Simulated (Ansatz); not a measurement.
Space group P-6m2 (No. 187). a = 4.009 Å, b = 4.009 Å, c = 3.770 Å, α = 90.00°, β = 90.00°, γ = 120.00°
```json
{"atom": "Pb", "site": "1a", "symmetry": "-6m2", "x": "0.0000", "y": "0.0000", "z": "0.0000"}
{"atom": "S", "site": "1f", "symmetry": "-6m2", "x": "0.6667", "y": "0.3333", "z": "0.5000"}
```

Equation of state of this PbS structure (not necessarily the ground state), with shape and atoms relaxed at each volume where symmetry leaves them free. It has no gap at any of these volumes. All numbers below come from Ansatz, DFT PBE+D3(BJ), scalar-relativistic, plane waves, PAW.

Plane waves to 420 eV, a k mesh through Γ of 12×12×12 on the computed 2-atom cell and Gaussian smearing (0.10 eV); no spin polarisation.

| V (Å³/atom) | E − E(largest V) (meV/atom) | P (GPa) |
| --- | --- | --- |
| 23.088 | 34.36 | 7.79 |
| 23.875 | 2.47 | 5.29 |
| 24.663 | -18.18 | 3.29 |
| 25.450 | -30.31 | 1.60 |
| 26.237 | -34.23 | 0.00 |
| 27.024 | -30.75 | -1.38 |
| 27.811 | -21.05 | -2.55 |
| 28.860 | 0.00 | -3.76 |

Fit a third-order Birch–Murnaghan equation to E(V).

V0 = 26.24 Å³/atom, B0 = 48 GPa, B0' = 3.3.

Spin-orbit coupling is left out, which matters for the bands of heavy elements. An atom lies near a switch of its D3 coefficient C6 between reference coordination numbers, so the dispersion energy changes steeply there and can make or shift the minimum.

This form isn't the usual stable structure of the compound.

Cost: 8 runs of about 5.8 core-minutes in all, on Arm Neoverse V2 (shared hosts).